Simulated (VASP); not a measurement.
# TePb (Imm2) in VASP: a series of runs

The runs below take TePb through single point, with PBE.

Everything below comes from runs of VASP 6.6.1. Logs are shortened: lines on timing, memory, paths and dates and some standing lists are left out, and cuts for length are marked.

## (1) The cell of the first run

The structure is orthorhombic, space group Imm2 (No. 44). Conventional cell: a = 4.564 Å, b = 6.454 Å, c = 4.564 Å, α = 90.00°, β = 90.00°, γ = 90.00°. Around Te (site symmetry mm2) lie 2 Pb at 2.81 Å. Pb (site symmetry mm2) has 2 Te at 2.81 Å as nearest neighbours.

Measurements of this composition are mostly on another form, of space group No. 225.

## (2) Single point, PBE (atom 1 (Te) moved by (-0.450, -0.450) A along y and z)

INCAR

```
PREC = Accurate ; ENCUT = 520
EDIFF = 1E-6 ; ISMEAR = 0
SIGMA = 0.05 ; LREAL = False
LASPH = True ; NELM = 100
ALGO = Fast ; ISIF = 2
LWAVE = False ; LCHARG = False
GGA = PE ; NBANDS = 17
```

KPOINTS

```
regular mesh
0
Gamma
  8 8 8
```

POSCAR

```
TePb
1.0
    0.0000000000      3.2270000000      3.2270000000
    3.2270000000      0.0000000000      3.2270000000
    3.2270000000      3.2270000000      0.0000000000
Te Pb
1 1
Direct
    0.3605515959      0.5000000000      0.5000000000
    0.0000000000      0.0000000000      0.0000000000
```

Potentials or basis: VASP PAW PBE potentials, release 64 (Te, Pb_d).

The run is started by

```sh
$ cat potpaw_PBE.64/Te/POTCAR potpaw_PBE.64/Pb_d/POTCAR > POTCAR
$ mpirun -np 1 vasp_std > vasp.out
```

OUTCAR:

```text
PREC = Accurate
   ENCUT = 520
   EDIFF = 1E-6
   ISMEAR = 0
   LREAL = False
   LASPH = True
   NELM = 100
   ISIF = 2
   GGA = PE

 ion  position               nearest neighbor table
   1  0.361  0.500  0.500-   2 2.81   2 2.81   2 3.29   2 3.29   2 3.70   2 3.70
   2  0.000  0.000  0.000-   1 2.81   1 2.81   1 3.29   1 3.29   1 3.70   1 3.70

  LATTYP: Found a face centered cubic cell.
 ALAT       =     6.4540000000

  Lattice vectors:

 A1 = (   0.0000000000,   3.2270000000,   3.2270000000)
 A2 = (   3.2270000000,   0.0000000000,   3.2270000000)
 A3 = (   3.2270000000,   3.2270000000,   0.0000000000)

Analysis of symmetry for initial positions (statically):
=====================================================================
 Subroutine PRICEL returns:
 Original cell was already a primitive cell.

 Routine SETGRP: Setting up the symmetry group for a
 face centered cubic supercell.

 Subroutine GETGRP returns: Found  4 space group operations
 (whereof  4 operations were pure point group operations)
 out of a pool of 48 trial point group operations.

The static configuration has the point symmetry C_2v.

Analysis of symmetry for dynamics (positions and initial velocities):
=====================================================================
 Subroutine PRICEL returns:
 Original cell was already a primitive cell.

 Routine SETGRP: Setting up the symmetry group for a
 face centered cubic supercell.

 Subroutine GETGRP returns: Found  4 space group operations
 (whereof  4 operations were pure point group operations)
 out of a pool of 48 trial point group operations.

The dynamic configuration has the point symmetry C_2v.

 Subroutine INISYM returns: Found  4 space group operations
 (whereof  4 operations are pure point group operations),
 and found     1 'primitive' translations

----------------------------------------------------------------------------------------

                                     Primitive cell

  volume of cell :      67.2089

  direct lattice vectors                    reciprocal lattice vectors
     0.000000000  3.227000000  3.227000000    -0.154942671  0.154942671  0.154942671
     3.227000000  0.000000000  3.227000000     0.154942671 -0.154942671  0.154942671
     3.227000000  3.227000000  0.000000000     0.154942671  0.154942671 -0.154942671

  length of vectors
     4.563667166  4.563667166  4.563667166     0.268368579  0.268368579  0.268368579

  position of ions in fractional coordinates (direct lattice)
     0.360551596  0.500000000  0.500000000
     0.000000000  0.000000000  0.000000000

  ion indices of the primitive-cell ions
   primitive index   ion index
                 1           1
                 2           2

----------------------------------------------------------------------------------------

 KPOINTS: regular mesh

Automatic generation of k-mesh.
 Grid dimensions read from file:
 generate k-points for:    8    8    8

 Generating k-lattice:

  Cartesian coordinates                     Fractional coordinates (reciprocal lattice)
    -0.019367834  0.019367834  0.019367834     0.125000000  0.000000000  0.000000000
     0.019367834 -0.019367834  0.019367834     0.000000000  0.125000000  0.000000000
     0.019367834  0.019367834 -0.019367834     0.000000000  0.000000000  0.125000000

  Length of vectors
     0.033546072  0.033546072  0.033546072

  Shift w.r.t. Gamma in fractional coordinates (k-lattice)
     0.000000000  0.000000000  0.000000000

 Subroutine IBZKPT returns following result:
 ===========================================

 Found     95 irreducible k-points:

 Following reciprocal coordinates:
            Coordinates               Weight
  0.000000  0.000000  0.000000      1.000000
  0.125000  0.000000  0.000000      4.000000
  0.000000  0.125000  0.000000      4.000000
  0.250000  0.000000  0.000000      4.000000
  0.000000  0.250000  0.000000      4.000000
  0.375000  0.000000  0.000000      4.000000
[... 16 lines left out ...]
  0.375000 -0.125000 -0.125000      4.000000
 -0.375000  0.125000  0.000000      8.000000
 [... further k-points ...]
   k-points           NKPTS =     95   k-points in BZ     NKDIM =     95   number of bands    NBANDS=     17
   number of dos      NEDOS =    301   number of ions     NIONS =      2
   total plane-waves  NPLWV =  46656
   dimension x,y,z NGX =    36 NGY =   36 NGZ =   36
   dimension x,y,z NGXF=    72 NGYF=   72 NGZF=   72
   ions per type =               1   1
   NGX,Y,Z   is equivalent  to a cutoff of  13.11, 13.11, 13.11 a.u.
   NGXF,Y,Z  is equivalent  to a cutoff of  26.23, 26.23, 26.23 a.u.
 SYSTEM =  unknown system
   PREC   = accura    normal or accurate (medium, high low for compatibility)
   ISTART =      0    job   : 0-new  1-cont  2-samecut
   ICHARG =      2    charge: 1-file 2-atom 10-const
   ISPIN  =      1    spin polarized calculation?
   LNONCOLLINEAR =      F non collinear calculations
   LSORBIT =      F    spin-orbit coupling
   LASPH  =      T    aspherical Exc in radial PAW
   ENCUT  =  520.0 eV  38.22 Ry    6.18 a.u.   8.49  8.49  8.49*2*pi/ulx,y,z
   NELM   =    100;   NELMIN=  2; NELMDL= -5     # of ELM steps
   EDIFF  = 0.1E-05   stopping-criterion for ELM
   LREAL  =      F    real-space projection
   EDIFFG = 0.1E-04   stopping-criterion for IOM
   NSW    =      0    number of steps for IOM
   IBRION =     -1    ionic relax: 0-MD 1-quasi-New 2-CG
   NFREE  =      0    steps in history (QN), initial steepest desc. (CG)
   ISIF   =      2    stress and relaxation
   ISYM   =      2    0-nonsym 1-usesym 2-fastsym
   POTIM  = 0.5000    time-step for ionic-motion
   TEBEG  =    0.0;   TEEND  =   0.0 temperature during run
   PSTRESS=    0.0 pullay stress
   NELECT =      20.0000    total number of electrons
   NUPDOWN=      -1.0000    fix difference up-down
   EMIN   =  10.00;   EMAX   =-10.00  energy-range for DOS
   EFERMI =   0.00;   METHOD = LEGACY
   ISMEAR =     0;   SIGMA  =   0.05  broadening in eV -4-tet -1-fermi 0-gaus
   EFERMI_NEDOS =   21; number of points for ismear=-14 and -15
   IALGO  =     68    algorithm
   IMIX   =      4    mixing-type and parameters
     AMIX     =   0.40;   BMIX     =  1.00
     AMIX_MAG =   1.60;   BMIX_MAG =  1.00
  volume/ion in A,a.u.               =      33.60       226.77
  Fermi-wavevector in a.u.,A,eV,Ry     =   1.092972  2.065418 16.253366  1.194589
  Thomas-Fermi vector in A             =   2.229249
   LORBIT       =      0    0 simple, 1 ext, 2 COOP (PROOUT), +10 PAW based schemes
   GGA     = PE    functional components
   LHFCALC =     F    Hartree Fock is set to
   AEXX    =    0.0000 exact exchange contribution
   IVDW    =     0    specifies the selected vdW correction
   LEPSILON=     F    determine dielectric tensor
   LRPA    =     F    only Hartree local field effects (RPA)
 non-spin polarized calculation
 RMM-DIIS sequential band-by-band and
 Gauss-broadening in eV      SIGMA  =   0.05
  energy-cutoff  :      520.00
  volume of cell :       67.21
 maximum number of plane-waves:      1837
 NGX is ok and might be reduce to    36
   NGX = 17   NGY = 17   NGZ = 17

 number of electron      20.0000002 magnetization

 Free energy of the ion-electron system (eV)
  ---------------------------------------------------
  ext. energy  EPLUGINS =         0.00000000
  ---------------------------------------------------
  free energy    TOTEN  =        -7.05604477 eV

  energy without entropy =       -7.05604477  energy(sigma->0) =       -7.05604477

 E-fermi :   5.9239     XC(G=0):  -9.2511

 val. band max:        5.7166735491   @ k =   0.0000   0.5000   0.0000
 cond. band min:       6.4663459348   @ k =   0.0000   0.5000   0.0000
 fundamental gap:      0.7496723857
 Fermi energy:         5.9239317686

 k-point     1 :       0.0000    0.0000    0.0000
  band No.  band energies     occupation
      1     -11.0143      2.00000
      2     -11.0069      2.00000
      3     -10.9652      2.00000
      4     -10.9589      2.00000
      5     -10.9546      2.00000
      6      -6.7394      2.00000
[... 9 lines left out ...]
     16      12.6779      0.00000
     17      12.9297      0.00000

 k-point     2 :       0.1250    0.0000    0.0000
  band No.  band energies     occupation
      1     -11.0155      2.00000
      2     -11.0109      2.00000
      3     -10.9640      2.00000
      4     -10.9568      2.00000
      5     -10.9523      2.00000
      6      -6.6208      2.00000
[... 9 lines left out ...]
     16      12.3908      0.00000
     17      13.7742      0.00000

 k-point     3 :       0.0000    0.1250    0.0000
  band No.  band energies     occupation
      1     -11.0247      2.00000
      2     -11.0005      2.00000
      3     -10.9628      2.00000
      4     -10.9579      2.00000
      5     -10.9538      2.00000
      6      -6.5934      2.00000
[... 9 lines left out ...]
     16      12.2875      0.00000
     17      13.8655      0.00000

 k-point     4 :       0.2500    0.0000    0.0000
  band No.  band energies     occupation
      1     -11.0201      2.00000
      2     -11.0189      2.00000
      3     -10.9626      2.00000
      4     -10.9512      2.00000
      5     -10.9457      2.00000
      6      -6.2930      2.00000
[... 9 lines left out ...]
     16      12.8005      0.00000
     17      15.6679      0.00000
[... 343 lines left out ...]
      1     -11.0638      2.00000
      2     -10.9950      2.00000
      3     -10.9552      2.00000
      4     -10.9467      2.00000
      5     -10.9401      2.00000
      6      -5.1100      2.00000
[... 9 lines left out ...]
     16      14.6202      0.00000
     17      15.0704      0.00000

 k-point    23 :       0.3750   -0.1250   -0.1250
  band No.  band energies     occupation
      1     -11.0395      2.00000
      2     -11.0208      2.00000
      3     -10.9587      2.00000
      4     -10.9413      2.00000
      5     -10.9398      2.00000
      6      -5.5969      2.00000
[... 9 lines left out ...]
     16      14.8661      0.00000
     17      15.7115      0.00000

 k-point    24 :      -0.3750    0.1250    0.0000
  band No.  band energies     occupation
      1     -11.0438      2.00000
      2     -11.0138      2.00000
      3     -10.9594      2.00000
      4     -10.9445      2.00000
      5     -10.9381      2.00000
      6      -5.6359      2.00000
[... 9 lines left out ...]
     16      14.8044      0.00000
     17      15.7668      0.00000

 [... further k-points ...]

------------------------ aborting loop because EDIFF is reached ----------------------------------------

  FORCE on cell =-STRESS in cart. coord.  units (eV):
  Direction    XX          YY          ZZ          XY          YZ          ZX
  --------------------------------------------------------------------------------------
  -------------------------------------------------------------------------------------
  Total        0.7147485      4.2945808      4.2945808      0.0000000     -0.6719441      0.0000000
  in kB       17.0387181    102.3774877    102.3774877      0.0000000    -16.0183142      0.0000000
  external PRESSURE =      73.9312312 kB  Pullay stress =       0.0000000 kB

 VOLUME and BASIS-vectors are now :
 -----------------------------------------------------------------------------
  energy-cutoff  :      520.00
  volume of cell :       67.21
      direct lattice vectors                 reciprocal lattice vectors
     0.000000000  3.227000000  3.227000000    -0.154942671  0.154942671  0.154942671
     3.227000000  0.000000000  3.227000000     0.154942671 -0.154942671  0.154942671
     3.227000000  3.227000000  0.000000000     0.154942671  0.154942671 -0.154942671

 POSITION                                       TOTAL-FORCE (eV/Angst)
 -----------------------------------------------------------------------------------
      3.22700      2.77700      2.77700        -0.000000      1.421529      1.421529
      0.00000      0.00000      0.00000         0.000000     -1.421529     -1.421529
 -----------------------------------------------------------------------------------
    total drift:                               -0.000001      0.002017      0.002017

  FREE ENERGIE OF THE ION-ELECTRON SYSTEM (eV)
  ---------------------------------------------------
  free  energy   TOTEN  =        -7.0560447717 eV

  energy  without entropy=       -7.0560447717  energy(sigma->0) =       -7.05604477
```

Run time: 59 s. Hardware: 1 thread of Intel Xeon Platinum 8559C (Emerald Rapids), shared host; peak memory 0.28 GiB.

What came out:

```yaml
Free_energy: -7.0560 eV
Pressure: 7.4 GPa
Largest_force: 2.010 eV/Å
Band_gap_on_the_k_mesh: 0.75 eV, direct
```

Forces on the atoms (eV/Å):
```
Te   0.000  1.422  1.422
Pb   0.000 -1.422 -1.422
```

Levels at points of the mesh, in eV from the valence-band top:
```csv
k point,band 7,band 8,band 9,band 10,band 11,band 12,band 13,band 14
"(0.00, 0.00, 0.00)",-5.33,-2.04,-1.14,-1.08,2.78,2.87,4.45,5.72
"(0.50, 0.00, 0.00)",-7.90,-2.04,-1.28,-0.70,1.22,1.75,2.32,7.35
"(0.00, 0.50, 0.00)",-8.91,-1.67,-1.59,0.00,0.75,2.51,2.54,7.90
"(0.50, 0.50, 0.00)",-8.07,-3.89,-2.82,-2.72,2.35,5.91,6.28,7.02
"(0.00, 0.50, 0.50)",-7.10,-4.59,-3.32,-2.05,1.81,6.02,6.53,7.05
```

Caveat: spin-orbit coupling is left out, which as a rule narrows the gap of such compounds by several tenths of an eV; forces of over 1 eV/Å show positions far from the minimum, so gaps and moduli don't describe the material at rest. A k mesh can miss the band edges.

[end of part 1 of 2]
